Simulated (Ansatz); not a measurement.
Free-standing sheet of As, cell area 11.047 Å²:

```
As
1.0
     3.57162    0.00000    0.00000
    -1.78581    3.09312    0.00000
     0.00000    0.00000   28.57424
As
2
Direct
  0.33333 0.66667 0.47555
  0.66667 0.33333 0.52445
```

Level of theory: Ansatz 0.2.0, DFT PBE+D3(BJ), scalar-relativistic, plane waves, PAW. Cutoff 420 eV; k points 9×9×1 on the computed 2-atom cell (Γ-centred); Gaussian smearing, width 0.02 eV; no spin polarisation. The sheet is isolated along c (Coulomb cut-off).

In an external field along +c, atoms held, its energy changes by -4.905 meV a cell at +0.2 V/Å and by -4.905 meV at −0.2 V/Å.

Question: What dipole and polarisability along c does the sheet have?

Answer: ΔE = −pF − αF²/2. The odd part gives p = −[ΔE(+F) − ΔE(−F)]/(2F) = 0.0000 e·Å a cell (none within the accuracy). The even part gives α = −[ΔE(+F) + ΔE(−F)]/F² = 0.2453 e·Å²/V.

Question: What thickness does that polarisability stand for?

Answer: α/(ε0·A) = 0.2453 × 180.95/11.047 = 4.02 Å. For a slab of thickness t and dielectric constant ε this equals t(1 − 1/ε), so it is the thickness over which the sheet would screen the field wholly.

Question: Predict the energy change at +0.35 V/Å.

Answer: −p·0.35 − α·0.35²/2 = -15.02 meV; the calculation gives -15.03 meV, so the response is still linear.